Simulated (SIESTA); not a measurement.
**CoO under changes of volume**

One of the cells (9.776 Å³/atom); the others are scaled copies at fixed shape and fractional positions:

```
CELL_PARAMETERS angstrom
-1.51799 1.51799 2.12120
1.51799 -1.51799 2.12120
1.51799 1.51799 -2.12120
ATOMIC_POSITIONS crystal
Co 0.00000 0.00000 0.00000
O 0.50000 0.50000 0.00000
```

| Item | Value |
| --- | --- |
| Program | SIESTA 5.4.2 |
| Functional | PBEsol |
| Potentials or basis | PseudoDojo 0.4 standard (PBEsol files) |
| Basis | DZP (energy shift 0.003 Ry; two zetas on semicore shells) |
| Grid cutoff | 800 Ry |
| Energy shift | 0.003 Ry |
| k mesh | 12 × 12 × 12 |
| Occupations | fermi-dirac, width 0.05 eV |
| Spin | collinear spin, ferromagnetic start |
| Starting moments | [2.0, 0.0] μB |

| volume (Å³/atom) | energy over the lowest point (meV/atom) | pressure (GPa) | moment (μB per cell) |
| --- | --- | --- | --- |
| 9.009 | 0.89 | 2.5 | 2.79 |
| 9.201 | 0.00 | -1.3 | 2.88 |
| 9.392 | 3.60 | -4.7 | 2.93 |
| 9.776 | 23.00 | -11.5 | 2.98 |
| 9.967 | 38.57 | -14.3 | 2.99 |
| 10.159 | ? | ? | ? |

**Question.** What does the run at 10.159 Å³/atom give?

**Answer.** Energy over the lowest point 57.31 meV/atom; pressure -16.8 GPa; moment 3.00 μB per cell.

Worked out: A Birch-Murnaghan fit of order 3 (a polynomial in V^(-2/3)) to the other rows has its minimum at 9.14 Å³/atom with B0 = V·E''(V) = 175 GPa (rough, since the energies scatter) at fixed shape and positions, which overstates the stiffness. It gives 57.85 meV/atom at 10.159 Å³/atom, against the run's 57.31, and -dE/dV = -17.6 GPa, against -16.8. A parabola through the other rows of the moment, of slope -0.162 μB per Å³/atom there, extrapolates to 2.96 μB, against the run's 3.00. The fit is too stiff a form for this range.

Energies are extrapolated to zero smearing.

Caveats: short orbitals over semicore shells can move pressures by several GPa; the basis of atomic orbitals isn't converged, which shifts pressures, moduli and gaps; a cell with one magnetic atom can't hold antiferromagnetic order, which such compounds often take.
